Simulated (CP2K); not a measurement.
Input of a CP2K 2026.2 run:

File pbse_bands.inp:

```
&GLOBAL
  PROJECT pbse_bands
  RUN_TYPE ENERGY_FORCE
  PRINT_LEVEL LOW
&END GLOBAL
&FORCE_EVAL
  METHOD QS
  STRESS_TENSOR ANALYTICAL
  &DFT
    BASIS_SET_FILE_NAME BASIS_MOLOPT
    POTENTIAL_FILE_NAME GTH_POTENTIALS
    &MGRID
      CUTOFF 450
      REL_CUTOFF 60
      NGRIDS 5
    &END MGRID
    &QS
      METHOD GPW
      EPS_DEFAULT 1.0E-9
    &END QS
    &KPOINTS
      SCHEME MONKHORST-PACK 8 8 8
      GAMMA_CENTERED T
      SYMMETRY T
      SYMMETRY_BACKEND SPGLIB
    &END KPOINTS
    &SCF
      SCF_GUESS ATOMIC
      EPS_SCF 1.0E-6
      MAX_SCF 100
      ADDED_MOS 10
      CHOLESKY OFF
      EPS_EIGVAL 1.0E-7
      &DIAGONALIZATION ON
        ALGORITHM STANDARD
      &END DIAGONALIZATION
      &MIXING ON
        METHOD BROYDEN_MIXING
        ALPHA 0.4
        BETA 1.5
        NBUFFER 8
      &END MIXING
      &SMEAR ON
        METHOD FERMI_DIRAC
        ELECTRONIC_TEMPERATURE [K] 580.226
      &END SMEAR
    &END SCF
    &XC
      &XC_FUNCTIONAL PBE
      &END XC_FUNCTIONAL
    &END XC
    &PRINT
      &KPOINTS ON
      &END KPOINTS
      &MULLIKEN ON
      &END MULLIKEN
      &MO ON
        ENERGIES T
        OCCUPATION_NUMBERS T
        &EACH
          QS_SCF 0
        &END EACH
        ADD_LAST NUMERIC
      &END MO
      &BAND_STRUCTURE
        FILE_NAME bands.bs
        ADDED_MOS 6
        &KPOINT_SET
          UNITS B_VECTOR
          NPOINTS 6
          SPECIAL_POINT GAMMA 0.00000000 0.00000000 0.00000000
          SPECIAL_POINT X 0.50000000 0.00000000 0.50000000
          SPECIAL_POINT W 0.50000000 0.25000000 0.75000000
          SPECIAL_POINT K 0.37500000 0.37500000 0.75000000
          SPECIAL_POINT GAMMA 0.00000000 0.00000000 0.00000000
          SPECIAL_POINT L 0.50000000 0.50000000 0.50000000
          SPECIAL_POINT U 0.62500000 0.25000000 0.62500000
          SPECIAL_POINT W 0.50000000 0.25000000 0.75000000
          SPECIAL_POINT L 0.50000000 0.50000000 0.50000000
          SPECIAL_POINT K 0.37500000 0.37500000 0.75000000
        &END KPOINT_SET
        &KPOINT_SET
          UNITS B_VECTOR
          NPOINTS 6
          SPECIAL_POINT U 0.62500000 0.25000000 0.62500000
          SPECIAL_POINT X 0.50000000 0.00000000 0.50000000
        &END KPOINT_SET
      &END BAND_STRUCTURE
    &END PRINT
  &END DFT
  &SUBSYS
    &CELL
      A 4.3284127397 0.0000000000 0.0000000000
      B 2.1642063698 3.7485153906 0.0000000000
      C 2.1642063698 1.2495051302 3.5341342028
      PERIODIC XYZ
    &END CELL
    &COORD
      SCALED
      Pb  0.0000000000 0.0000000000 0.0000000000
      Se  0.5000000000 0.5000000000 0.5000000000
    &END COORD
    &KIND Pb
      BASIS_SET DZVP-MOLOPT-SR-GTH-q4
      POTENTIAL GTH-BLYP-q4
    &END KIND
    &KIND Se
      BASIS_SET DZVP-MOLOPT-SR-GTH-q6
      POTENTIAL GTH-BLYP-q6
    &END KIND
    &PRINT
      &ATOMIC_COORDINATES ON
      &END ATOMIC_COORDINATES
      &CELL ON
      &END CELL
    &END PRINT
  &END SUBSYS
  &PRINT
    &FORCES ON
    &END FORCES
    &STRESS_TENSOR ON
    &END STRESS_TENSOR
  &END PRINT
&END FORCE_EVAL
```

Potentials or basis: GTH_POTENTIALS Pb GTH-BLYP-q4, Se GTH-BLYP-q6; DZVP-MOLOPT-SR-GTH basis.

Run with:

```sh
$ OMP_NUM_THREADS=1 cp2k.psmp -i pbse_bands.inp -o pbse_bands.out
```

**Question.** What does it give for the Mulliken charges?

**Answer.** Pb +0.58; Se -0.58 e.

**Question.** What does it give for the pressure?

**Answer.** 1.0 GPa.

**Question.** Predict the band gap on the k mesh.

**Answer.** 0.23 eV, direct.

Levels at the corners of the path, in eV from the valence-band top:
```csv
point,band 1,band 2,band 3,band 4,band 5,band 6,band 7,band 8,band 9,band 10
Γ,-13.62,-6.32,-1.90,-1.90,-1.90,4.71,4.71,4.71,6.58,6.58
X,-12.39,-7.40,-5.11,-3.31,-3.31,3.56,5.62,5.62,6.05,11.33
W,-12.32,-8.05,-4.36,-4.36,-0.87,1.76,5.03,5.03,8.11,8.11
K,-12.35,-8.08,-4.71,-2.84,-2.50,3.40,3.90,5.49,5.94,11.40
Γ,-13.62,-6.32,-1.90,-1.90,-1.90,4.71,4.71,4.71,6.58,6.58
L,-12.57,-8.87,-1.63,-1.63,0.00,0.23,1.57,1.57,9.01,12.67
U,-12.35,-8.08,-4.71,-2.84,-2.50,3.40,3.90,5.49,5.94,11.40
W,-12.32,-8.05,-4.36,-4.36,-0.87,1.76,5.03,5.03,8.11,8.11
L,-12.57,-8.87,-1.63,-1.63,0.00,0.23,1.57,1.57,9.01,12.67
K,-12.35,-8.08,-4.71,-2.84,-2.50,3.40,3.90,5.49,5.94,11.40
U,-12.35,-8.08,-4.71,-2.84,-2.50,3.40,3.90,5.49,5.94,11.40
X,-12.39,-7.40,-5.11,-3.31,-3.31,3.56,5.62,5.62,6.05,11.33
```

Caveat: the potentials were made for another functional, which shifts forces and pressure; spin-orbit coupling is left out, which as a rule narrows the gap of such compounds by several tenths of an eV; the basis of atomic orbitals isn't converged, which shifts pressures, moduli and gaps.

**The experiment to reproduce.**

A printed reference work, monograph reports, for a bulk crystal of PbSe at 4.2 K: band gap 0.15 eV (direct).

Against the measured gap of PbSe, 0.15 eV (direct; 4.2 K; a printed reference work, monograph), the calculated 0.23 eV is off by +0.08 eV. 2 values of this kind are on record (0.15 to 0.28 eV); this one was drawn at random. Spin-orbit coupling on Pb, Se is left out. The value is that of PBE in an atomic basis (GTH_POTENTIALS Pb GTH-BLYP-q4, Se GTH-BLYP-q6; DZVP-MOLOPT-SR-GTH basis), whose error adds to the functional's,, without temperature or zero-point motion.
